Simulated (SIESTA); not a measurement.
Runs of SIESTA 5.4.2 on Si2W. It takes space group I4/mmm (No. 139, tetragonal). The conventional cell has a = 3.214 Å, b = 3.214 Å, c = 7.830 Å, α = 90.00°, β = 90.00°, γ = 90.00°. W (site symmetry 4/mmm) has 10 Si at 2.62 Å as nearest neighbours. Si (site symmetry 4mm) has 5 Si at 2.59 to 2.63 Å and 5 W at 2.62 Å as nearest neighbours. 

```tsv
level	gap on the mesh (eV)	pressure (GPa)	largest force (eV/Å)
vdW-DF-C09	none	2.2	0.05
optB88-vdW	none	8.1	(c)
vdW-DF2	none	15.5	0.13
vdW-DF	none	11.4	(a)
VV10	none	(b)	0.18
vdW-DF-cx	none	2.5	0.05
```

Alike in all rows: task single point; potentials or basis PseudoDojo 0.4 standard (PBE files), DZP (energy shift 0.003 Ry; two zetas on semicore shells); no spin polarisation; cell as given; k mesh 8 × 8 × 8; smearing fermi-dirac 0.05 eV; grid cutoff 800 Ry; energy shift 0.003 Ry.

Estimate the missing entries.

(a) 0.08; (b) 7.0; (c) 0.03.

Caveats: short orbitals over semicore shells can move pressures by several GPa; the potentials were made for another functional, which shifts forces and pressure; the basis of atomic orbitals isn't converged, which shifts pressures, moduli and gaps; the non-local part is tabulated coarsely and may be off by about a percent (some runs).

A k mesh can miss the band edges, and the runs leave out spin-orbit coupling on W.

A gap of «none» marks a metal or a gap under the smearing width.

Runs at the PBE level aren't shown here.
